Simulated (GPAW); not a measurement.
## How the form of the self-energy moves the gap of LiCl (Fm-3m)

Wanted: the gap of LiCl (Fm-3m) under several approximations, with cost.

Method: LDA and many-body steps on it, plane waves, in GPAW 26.7.0.

Report form: the programs' logs are mostly left out.

The database entry behind the starting cell differs from later determinations by our own check (0.1 to 0.3 % short, probably kX units), so it need not match the best structure at ambient conditions.

## Step 1: The structure

It takes space group Fm-3m (No. 225, cubic). The conventional cell has a = 5.130 Å, b = 5.130 Å, c = 5.130 Å, α = 90.00°, β = 90.00°, γ = 90.00°. Nearest to Li lie 6 Cl at 2.56 Å. Nearest to Cl lie 6 Li at 2.56 Å. Farther neighbours and most contacts between anions are not listed.

As a file:

```cif
data_structure
_symmetry_space_group_name_H-M 'P 1'
_symmetry_Int_Tables_number 1
_cell_length_a 3.6271
_cell_length_b 3.6271
_cell_length_c 3.6271
_cell_angle_alpha 60.000
_cell_angle_beta 60.000
_cell_angle_gamma 60.000
_cell_volume 33.74
loop_
_atom_site_label
_atom_site_type_symbol
_atom_site_fract_x
_atom_site_fract_y
_atom_site_fract_z
_atom_site_occupancy
Li1 Li 0.00000 0.00000 0.00000 1
Cl2 Cl 0.50000 0.50000 0.50000 1
```

The cell and positions come from the Crystallography Open Database and are kept as given unless a step says otherwise.

## Step 2: Empty states on the mesh, 6×6×6 mesh, 312 bands

This step: GPAW 26.7.0; DFT, LDA, plane waves, PAW.

The sums over transitions need many empty states on a uniform mesh; this step solves for them.

Contents of run.py:

```python
import json
import numpy as np
from gpaw.mpi import world
from gpaw import GPAW

calc = GPAW('gs.gpw').fixed_density(kpts={'size': (6, 6, 6), 'gamma': True},
    parallel={'domain': 1, 'band': 1},
    txt='nscf.txt')
calc.diagonalize_full_hamiltonian(nbands=312)
calc.write('full.gpw', mode='all')
res = {}
kpts = calc.get_ibz_k_points()
res['kpts'] = kpts
res['eigenvalues'] = [calc.get_eigenvalues(kpt=k) for k in range(len(kpts))]
res['n_electrons'] = calc.get_number_of_electrons()

if world.rank == 0:
    with open('result.json', 'w') as f:
        json.dump(res, f, default=lambda x: x.tolist())
```

Launch:

```sh
$ mpirun -n 4 gpaw python run.py
```

It took 12 s on 4 MPI ranks of Arm Neoverse V1, shared host; peak memory 1.2 GiB.

Numbers from this step:

* gap: 5.986 eV
* k of the valence top: 0, 0, 0
* k of the conduction bottom: 0, 0, 0
* least direct gap: 5.986 eV
* k points computed: 16
* lowest point of the top converged band, above the valence top: 239.9887 eV

On this mesh the gap is 5.986 eV.

## Step 3: G0W0, Godby-Needs plasmon pole

G0W0 replaces the xc potential by the self-energy, built once from these orbitals. Only a window of levels is corrected, while the sums run over the empty bands that the input names.

This step: G0W0 on LDA, plane waves, PAW.

Contents of run.py:

```python
import json
import numpy as np
from gpaw.mpi import world
from gpaw.response.g0w0 import G0W0

gw = G0W0('full.gpw',
    filename='gw',
    kpts=[0],
    bands=(2, 6),
    ecut=150,
    nbands=140,
    integrate_gamma='WS',
    ppa=True)
gw.calculate()
res = {mode: {k: v for k, v in r.items() if k != 'sigma_eskwn'}
       for mode, r in gw.all_results.items()}

if world.rank == 0:
    with open('result.json', 'w') as f:
        json.dump(res, f, default=lambda x: x.tolist())
```

Launch:

```sh
$ mpirun -n 4 gpaw python run.py
```

Elapsed: 84 s, on 4 MPI ranks; peak memory 1 GiB.

Numbers from this step:

- G0W0 gap on the points computed: 8.702 eV
- least direct G0W0 gap on the computed points: 8.702 eV
- Z at the valence top: 0.8052
- Z at the conduction bottom: 0.8465
- starting gap on the mesh: 5.986 eV
- k of the valence top: 0, 0, 0
- k of the conduction bottom: 0, 0, 0

The gap on the mesh goes from 5.99 eV to 8.70 eV, a correction of +2.72 eV.

## Step 4: One-shot HSE06

This step: one-shot HSE06 levels on LDA orbitals, plane waves, PAW.

Contents of run.py:

```python
import json
import numpy as np
from gpaw.mpi import world
from gpaw.hybrids.eigenvalues import non_self_consistent_eigenvalues

dft, vxc, vxc_hyb = non_self_consistent_eigenvalues('full.gpw', 'HSE06', 2, 6, kpt_indices=[0])
res = {'dft': dft[0], 'hybrid': (dft - vxc + vxc_hyb)[0]}
if world.rank == 0:
    with open('hybrid.txt', 'w') as f:
        for k, e0, e1 in zip([0], res['dft'], res['hybrid']):
            print(k, ' '.join(f'{x:9.4f}' for x in e0), '|', ' '.join(f'{x:9.4f}' for x in e1), file=f)

if world.rank == 0:
    with open('result.json', 'w') as f:
        json.dump(res, f, default=lambda x: x.tolist())
```

Launch:

```sh
$ mpirun -n 4 gpaw python run.py
```

The job ended after 3.4 s (4 MPI ranks; peak memory 0.5 GiB).

This step gave:

| Item | Value |
| --- | --- |
| starting gap on the mesh | 5.986 eV |
| hybrid gap on the mesh | 7.640 eV |
| least direct hybrid gap on the computed points | 7.640 eV |

## Step 5: G0W0, extrapolated in the cutoff

This step: G0W0 on LDA, plane waves, PAW.

Contents of run.py:

```python
import json
import numpy as np
from gpaw.mpi import world
from gpaw.response.g0w0 import G0W0

gw = G0W0('full.gpw',
    filename='gw',
    kpts=[0],
    bands=(2, 6),
    ecut=250.0,
    integrate_gamma='WS',
    ppa=True,
    ecut_extrapolation=True)
gw.calculate()
res = {mode: {k: v for k, v in r.items() if k != 'sigma_eskwn'}
       for mode, r in gw.all_results.items()}

if world.rank == 0:
    with open('result.json', 'w') as f:
        json.dump(res, f, default=lambda x: x.tolist())
```

Launch:

```sh
$ mpirun -n 4 gpaw python run.py
```

Elapsed: 8.6 min, on 4 MPI ranks; peak memory 1.2 GiB.

This step gave:

| Quantity | Value |
| --- | --- |
| quasiparticle gap on the points computed | 8.851 eV |
| least direct quasiparticle gap on the computed points | 8.851 eV |
| Z at the valence top | 0.8030 |
| Z at the conduction bottom | 0.8456 |
| starting gap on the mesh | 5.986 eV |
| k of the valence top | 0, 0, 0 |
| k of the conduction bottom | 0, 0, 0 |
| gaps at the cutoffs of the extrapolation | 8.761, 8.770, 8.779 eV |

Against G0W0 in GPAW (6×6×6 mesh, 140 bands, screening to 150 eV, Godby-Needs plasmon pole), the gap moves by +0.149 eV.

## Step 6: One-shot PBE0

This step: one-shot PBE0 levels on LDA orbitals, plane waves, PAW.

Contents of run.py:

```python
import json
import numpy as np
from gpaw.mpi import world
from gpaw.hybrids.eigenvalues import non_self_consistent_eigenvalues

dft, vxc, vxc_hyb = non_self_consistent_eigenvalues('full.gpw', 'PBE0', 2, 6, kpt_indices=[0])
res = {'dft': dft[0], 'hybrid': (dft - vxc + vxc_hyb)[0]}
if world.rank == 0:
    with open('hybrid.txt', 'w') as f:
        for k, e0, e1 in zip([0], res['dft'], res['hybrid']):
            print(k, ' '.join(f'{x:9.4f}' for x in e0), '|', ' '.join(f'{x:9.4f}' for x in e1), file=f)

if world.rank == 0:
    with open('result.json', 'w') as f:
        json.dump(res, f, default=lambda x: x.tolist())
```

Launch:

```sh
$ mpirun -n 4 gpaw python run.py
```

Run time: 3.7 s. Hardware: 4 MPI ranks; peak memory 0.49 GiB.

This step gave:

| Quantity | Value |
| --- | --- |
| starting gap on the mesh | 5.986 eV |
| hybrid gap on the mesh | 8.422 eV |
| least direct hybrid gap on the computed points | 8.422 eV |

## Step 7: G0W0, full frequency, Hilbert transform

This step: G0W0 on LDA, plane waves, PAW.

Contents of run.py:

```python
import json
import numpy as np
from gpaw.mpi import world
from gpaw.response.g0w0 import G0W0

gw = G0W0('full.gpw',
    filename='gw',
    kpts=[0],
    bands=(2, 6),
    ecut=150,
    nbands=140,
    integrate_gamma='WS',
    frequencies={'type': 'nonlinear', 'domega0': 0.1, 'omega2': 15.0},
    eta=0.1,
    nblocksmax=True)
gw.calculate()
res = {mode: {k: v for k, v in r.items() if k != 'sigma_eskwn'}
       for mode, r in gw.all_results.items()}

if world.rank == 0:
    with open('result.json', 'w') as f:
        json.dump(res, f, default=lambda x: x.tolist())
```

Launch:

```sh
$ mpirun -n 4 gpaw python run.py
```

It took 2.2 min on 4 MPI ranks; peak memory 1.4 GiB.

This step gave:

```
G0W0 gap on the points computed              : 8.727 eV
least direct G0W0 gap on the computed points : 8.727 eV
starting gap on the mesh                     : 5.986 eV
k of the valence top                         : 0, 0, 0
k of the conduction bottom                   : 0, 0, 0
```

Against G0W0 in GPAW (6×6×6 mesh, 140 bands, screening to 150 eV, Godby-Needs plasmon pole), the gap moves by +0.025 eV.

## Step 8: Side by side

Times are wall times on 4 MPI ranks of Arm Neoverse V1, shared host, good to a factor of about two.

| run | mesh | bands | screening cutoff (eV) | DFT gap (eV) | gap on the mesh (eV) | direct (eV) | time |
| --- | --- | --- | --- | --- | --- | --- | --- |
| G0W0, Godby-Needs plasmon pole | 6×6×6 | 140 | 150 | 5.986 | 8.702 | 8.702 | 84 s |
| one-shot HSE06 | 6×6×6 | - | - | 5.986 | 7.640 | 7.640 | 3.4 s |
| G0W0, extrapolated in the cutoff | 6×6×6 | - | 250 | 5.986 | 8.851 | 8.851 | 8.6 min |
| one-shot PBE0 | 6×6×6 | - | - | 5.986 | 8.422 | 8.422 | 3.7 s |
| G0W0, full frequency, Hilbert transform | 6×6×6 | 140 | 150 | 5.986 | 8.727 | 8.727 | 2.2 min |

## Step 9: What came out

```json
{
 "G0W0, Godby-Needs plasmon pole": "8.702 eV",
 "one-shot HSE06": "7.640 eV",
 "G0W0, extrapolated in the cutoff": "8.851 eV",
 "one-shot PBE0": "8.422 eV",
 "G0W0, full frequency, Hilbert transform": "8.727 eV",
 "known limits": "not at the basis limit"
}
```

In words: One-shot HSE06: −1.061 eV against G0W0, Godby-Needs plasmon pole. G0W0, extrapolated in the cutoff: +0.149 eV against G0W0, Godby-Needs plasmon pole, at other bands or cutoff, so not like for like. One-shot PBE0: −0.280 eV against G0W0, Godby-Needs plasmon pole. G0W0, full frequency, Hilbert transform: +0.025 eV against G0W0, Godby-Needs plasmon pole. One-shot hybrid levels are evaluated on the LDA orbitals. Bands and cutoff are finite, so the gap is not at the basis limit. The miss can reach some tenths of an eV and take either sign; the mesh is an error of its own. These stock PAW sets were not made for GW. In the G0W0 runs levels were corrected at 1 k point alone, so a gap called «on the mesh» is the least over those, and an edge elsewhere would be missed.

[Paths, hosts, dates, memory and timing lines, banners, echoed tables and standing remarks are left out of the program output.]

[Logs are printed without paths, hosts, clocks, repeated set-up lines and the standing remarks that a program may print on its own settings, such as how far it seeks lower states.]

[Runs of the session that timed out or met a known fault of the program may be left out.]

[Hosts, paths, dates, database ids (printed as entryN), source tags and the programs' standing remarks are cut or masked in the printed files.]
